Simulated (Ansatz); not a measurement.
The system is Ag.

```
Ag
1.0
     2.93000    0.00000    0.00000
    -1.46500    2.53745    0.00000
     0.00000    0.00000    4.79000
Ag
2
Direct
  0.66667 0.33333 0.75000
  0.33333 0.66667 0.25000
```

This isn't the form of Ag at room conditions, which is fcc.

| Property | Result |
| --- | --- |
| Program | Ansatz 0.2.0 |
| Task | relaxation of cell and atoms |
| Functional | PBE |
| Dispersion | D3(BJ)-ATM |
| Potentials or basis | Ansatz PAW |
| Cutoff | 420 eV (not typed: the program's choice for these potentials) |
| k mesh | 10 × 10 × 6 |
| Occupations | fermi-dirac, width 0.05 eV |
| Spin | no spin polarisation |

At the start: volume 17.81 Å³/atom.

**Question.** Where does the relaxation end?

**Answer.** It ends after 5 steps and the volume is 17.16 Å³/atom (-3.6 %); space group P6_3/mmc (No. 194, to 0.05 Å).

The path:
| step | energy change (eV) | largest force (eV/Å) | volume (Å³) |
| --- | --- | --- | --- |
| 1 | 0.0000 | 0.0000 | 35.61 |
| 2 | -0.0157 | 0.0000 | 34.42 |
| 3 | -0.0159 | 0.0000 | 34.30 |
| 4 | -0.0159 | 0.0000 | 34.31 |
| 5 | -0.0153 | 0.0000 | 34.31 |

Final structure:
```
CELL_PARAMETERS angstrom
2.89948 0.00000 0.00000
-1.44974 2.51102 0.00000
0.00000 0.00000 4.71293
ATOMIC_POSITIONS crystal
Ag 0.66667 0.33333 0.75000
Ag 0.33333 0.66667 0.25000
```

Caveat: the plane-wave basis is chosen anew once the cell has moved, so the energies of steps on either side of that aren't comparable; pairwise dispersion overbinds metals, which lowers pressure and volume.
